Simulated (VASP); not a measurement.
# ZnAu (Pm-3m) in VASP: further runs, part 2 of 2

VASP 6.6.1. The steps go on from the part before.

### 3 Single point, PBE

Input file INCAR:

```
SYSTEM = ZnAu
PREC     = Accurate       ! precision mode
ENCUT    = 200            ! plane-wave cutoff, eV
EDIFF    = 1E-6           ! SCF threshold, eV
ISMEAR   = 0              ! smearing method
SIGMA    = 0.2            ! smearing width, eV
LREAL    = .FALSE.        ! projectors in reciprocal space
LASPH    = .TRUE.         ! aspherical terms in the spheres
NELM     = 100            ! most SCF steps
ALGO     = Normal         ! electronic algorithm
ISIF     = 2              ! what is computed and relaxed
LWAVE    = .FALSE.        ! write WAVECAR
LCHARG   = .FALSE.        ! write CHGCAR
GGA      = PE             ! functional
NBANDS   = 18             ! bands
ADDGRID  = .FALSE.
```

Input file KPOINTS:

```
regular mesh
0
G
  9 9 9
  0 0 0
```

Input file POSCAR:

```
ZnAu
1.0
    3.1470000000      0.0000000000      0.0000000000
    0.0000000000      3.1470000000      0.0000000000
    0.0000000000      0.0000000000      3.1470000000
Au Zn
1 1
Direct
    0.0000000000      0.0000000000      0.0000000000
    0.5000000000      0.5000000000      0.5000000000
```

Potentials or basis: VASP PAW PBE potentials, release 64 (Au, Zn).

Run with:

```bash
$ cat potpaw_PBE.64/Au/POTCAR potpaw_PBE.64/Zn/POTCAR > POTCAR
$ mpirun -np 1 vasp_std > vasp.out
```

It took 13 s on 1 thread of AMD EPYC, shared host; peak memory 0.08 GiB.

The run converged, but a check on its numbers failed (symmetry, net force, bounds or a known fault of this set-up), so they aren't taken as properties of the crystal.

Caveat: the cutoff lies under the usual one of these potentials, so the numbers hold a large basis-set error; a pressure of tens of GPa on the cell as given is suspect, and the run, the potentials or the cell itself is likely at fault.

### 4 Single point, PBE

INCAR: that of step 3 with these lines changed.

```diff
@@ -2,3 +2,3 @@
 PREC     = Accurate       ! precision mode
-ENCUT    = 200            ! plane-wave cutoff, eV
+ENCUT    = 300            ! plane-wave cutoff, eV
 EDIFF    = 1E-6           ! SCF threshold, eV
```

Input file KPOINTS:

```
regular mesh
0
G
  8 8 8
  0 0 0
```

POSCAR is that of step 3.

Potentials or basis: VASP PAW PBE potentials, release 64 (Au, Zn).

Run with:

```bash
$ cat potpaw_PBE.64/Au/POTCAR potpaw_PBE.64/Zn/POTCAR > POTCAR
$ mpirun -np 1 vasp_std > vasp.out
```

OUTCAR:

```text
SYSTEM = ZnAu
   PREC = Accurate
   ENCUT = 300
   EDIFF = 1E-6
   ISMEAR = 0
   LREAL = .FALSE.
   LASPH = .TRUE.
   NELM = 100
   ISIF = 2
   GGA = PE

 Found     35 irreducible k-points:

 Following reciprocal coordinates:
            Coordinates               Weight
  0.000000  0.000000  0.000000      1.000000
  0.125000  0.000000  0.000000      6.000000
  0.250000  0.000000  0.000000      6.000000
  0.375000  0.000000  0.000000      6.000000
  0.500000  0.000000  0.000000      3.000000
  0.125000  0.125000  0.000000     12.000000
   k-points           NKPTS =     35   k-points in BZ     NKDIM =     35   number of bands    NBANDS=     18
   number of dos      NEDOS =    301   number of ions     NIONS =      2
   total plane-waves  NPLWV =   5832
   dimension x,y,z NGX =    18 NGY =   18 NGZ =   18
   dimension x,y,z NGXF=    36 NGYF=   36 NGZF=   36
   ions per type =               1   1
   NGX,Y,Z   is equivalent  to a cutoff of   9.51,  9.51,  9.51 a.u.
   NGXF,Y,Z  is equivalent  to a cutoff of  19.02, 19.02, 19.02 a.u.
 SYSTEM =  ZnAu
   PREC   = accura    normal or accurate (medium, high low for compatibility)
   ISTART =      0    job   : 0-new  1-cont  2-samecut
   ICHARG =      2    charge: 1-file 2-atom 10-const
   ISPIN  =      1    spin polarized calculation?
   LNONCOLLINEAR =      F non collinear calculations
   LSORBIT =      F    spin-orbit coupling
   LASPH  =      T    aspherical Exc in radial PAW
   ENCUT  =  300.0 eV  22.05 Ry    4.70 a.u.   4.44  4.44  4.44*2*pi/ulx,y,z
   NELM   =    100;   NELMIN=  2; NELMDL= -5     # of ELM steps
   EDIFF  = 0.1E-05   stopping-criterion for ELM
[... 8 lines left out ...]
   TEBEG  =    0.0;   TEEND  =   0.0 temperature during run
   PSTRESS=    0.0 pullay stress
   NELECT =      23.0000    total number of electrons
   NUPDOWN=      -1.0000    fix difference up-down
   EMIN   =  10.00;   EMAX   =-10.00  energy-range for DOS
   EFERMI =   0.00;   METHOD = LEGACY
   ISMEAR =     0;   SIGMA  =   0.20  broadening in eV -4-tet -1-fermi 0-gaus
   EFERMI_NEDOS =   21; number of points for ismear=-14 and -15
   IALGO  =     38    algorithm
   IMIX   =      4    mixing-type and parameters
     AMIX     =   0.40;   BMIX     =  1.00
     AMIX_MAG =   1.60;   BMIX_MAG =  1.00
  volume/ion in A,a.u.               =      15.58       105.16
  Fermi-wavevector in a.u.,A,eV,Ry     =   1.479406  2.795672 29.778283  2.188642
  Thomas-Fermi vector in A             =   2.593568
   LORBIT       =      0    0 simple, 1 ext, 2 COOP (PROOUT), +10 PAW based schemes
   GGA     = PE    functional components
   LHFCALC =     F    Hartree Fock is set to
   AEXX    =    0.0000 exact exchange contribution
   IVDW    =     0    specifies the selected vdW correction
   LEPSILON=     F    determine dielectric tensor
   LRPA    =     F    only Hartree local field effects (RPA)
 non-spin polarized calculation
 Gauss-broadening in eV      SIGMA  =   0.20
  energy-cutoff  :      300.00
  volume of cell :       31.17
 maximum number of plane-waves:       384
 NGX is ok and might be reduce to    18
   NGX =  9   NGY =  9   NGZ =  9

 number of electron      22.9999910 magnetization

 Free energy of the ion-electron system (eV)
  ---------------------------------------------------
  ext. energy  EPLUGINS =         0.00000000
  ---------------------------------------------------
  free energy    TOTEN  =        -4.74689472 eV

  energy without entropy =       -4.73901609  energy(sigma->0) =       -4.74295541

 E-fermi :   7.0199     XC(G=0): -12.3788

 val. band max:        6.8125060587   @ k =   0.5000   0.3750   0.2500
 cond. band min:       7.1717499194   @ k =   0.3750   0.3750   0.1250
 fundamental gap:      0.3592438607
 Fermi energy:         7.0199019727

 k-point     1 :       0.0000    0.0000    0.0000
  band No.  band energies     occupation
      1      -3.5250      2.00000
      2      -1.0098      2.00000
      3      -1.0098      2.00000
      4      -0.3140      2.00000
      5      -0.3140      2.00000
      6      -0.3140      2.00000
[... 10 lines left out ...]
     17      19.2497      0.00000
     18      25.4036      0.00000

 k-point     2 :       0.1250    0.0000    0.0000
  band No.  band energies     occupation
      1      -3.2489      2.00000
      2      -0.9498      2.00000
      3      -0.9297      2.00000
      4      -0.3169      2.00000
      5      -0.3169      2.00000
      6      -0.2914      2.00000
[... 10 lines left out ...]
     17      20.5724      0.00000
     18      25.1765      0.00000
[... 64 lines left out ...]
 k-point     6 :       0.1250    0.1250    0.0000
  band No.  band energies     occupation
      1      -2.9810      2.00000
      2      -0.8917      2.00000
      3      -0.8580      2.00000
      4      -0.3586      2.00000
      5      -0.3197      2.00000
      6      -0.2476      2.00000
[... 10 lines left out ...]
     17      20.6967      0.00000
     18      23.5174      0.00000

 [... further k-points ...]
[... 5 lines left out ...]
  --------------------------------------------------------------------------------------
  -------------------------------------------------------------------------------------
  Total        0.9114035      0.9114035      0.9114035     -0.0000000     -0.0000000      0.0000000
  in kB       46.8523151     46.8523151     46.8523151     -0.0000000     -0.0000000      0.0000000
  external PRESSURE =      46.8523151 kB  Pullay stress =       0.0000000 kB

 VOLUME and BASIS-vectors are now :
 -----------------------------------------------------------------------------
  energy-cutoff  :      300.00
  volume of cell :       31.17
      direct lattice vectors                 reciprocal lattice vectors
     3.147000000  0.000000000  0.000000000     0.317762949  0.000000000  0.000000000
     0.000000000  3.147000000  0.000000000     0.000000000  0.317762949  0.000000000
     0.000000000  0.000000000  3.147000000     0.000000000  0.000000000  0.317762949

 POSITION                                       TOTAL-FORCE (eV/Angst)
 -----------------------------------------------------------------------------------
      0.00000      0.00000      0.00000         0.000000      0.000000      0.000000
      1.57350      1.57350      1.57350         0.000000      0.000000      0.000000
 -----------------------------------------------------------------------------------
    total drift:                                0.000000     -0.000000      0.000000

  FREE ENERGIE OF THE ION-ELECTRON SYSTEM (eV)
  ---------------------------------------------------
  free  energy   TOTEN  =        -4.7468947237 eV

  energy  without entropy=       -4.7390160924  energy(sigma->0) =       -4.74295541
```

Wall time 15 s (1 thread of AMD EPYC, shared host); peak memory 0.09 GiB.

These settings aren't checked as converged: the numbers below hold their error.

What came out:

```yaml
Free_energy: -4.7469 eV
Band_gap_on_the_k_mesh: none (metal or under the smearing width)
```

Caveat: the cutoff is under 1.25 times the usual one of these potentials, so pressure, stress and relaxed cells hold a basis-set (Pulay) error.

### 5 Single point, PBE

INCAR: that of step 4 with these lines changed.

```diff
@@ -2,3 +2,3 @@
 PREC     = Accurate       ! precision mode
-ENCUT    = 300            ! plane-wave cutoff, eV
+ENCUT    = 350            ! plane-wave cutoff, eV
 EDIFF    = 1E-6           ! SCF threshold, eV
```

KPOINTS is that of step 4.

POSCAR is that of step 4.

Run with:

```bash
$ cat potpaw_PBE.64/Au/POTCAR potpaw_PBE.64/Zn/POTCAR > POTCAR
$ mpirun -np 1 vasp_std > vasp.out
```

Run time: 16 s. Hardware: 1 thread of AMD EPYC, shared host; peak memory 0.1 GiB.

These settings aren't checked as converged: the numbers below hold their error.

What came out:

```
Free energy            : -4.7395 eV
Pressure               : 4.5 GPa
Band gap on the k mesh : none (metal or under the smearing width)
```

### 6 Single point, PBE

INCAR: that of step 5 with these lines changed.

```diff
@@ -2,3 +2,3 @@
 PREC     = Accurate       ! precision mode
-ENCUT    = 350            ! plane-wave cutoff, eV
+ENCUT    = 300            ! plane-wave cutoff, eV
 EDIFF    = 1E-6           ! SCF threshold, eV
```

Input file KPOINTS:

```
regular mesh
0
G
  9 9 9
  0 0 0
```

POSCAR is that of step 5.

Potentials or basis: VASP PAW PBE potentials, release 64 (Au, Zn).

Run with:

```bash
$ cat potpaw_PBE.64/Au/POTCAR potpaw_PBE.64/Zn/POTCAR > POTCAR
$ mpirun -np 1 vasp_std > vasp.out
```

Run time: 14 s. Hardware: 1 thread of AMD EPYC, shared host; peak memory 0.09 GiB.

These settings aren't checked as converged: the numbers below hold their error.

Results:

| Quantity | Value |
| --- | --- |
| Free energy | -4.7347 eV |
| Band gap on the k mesh | none (metal or under the smearing width) |

Caveat: the cutoff is under 1.25 times the usual one of these potentials, so pressure, stress and relaxed cells hold a basis-set (Pulay) error.
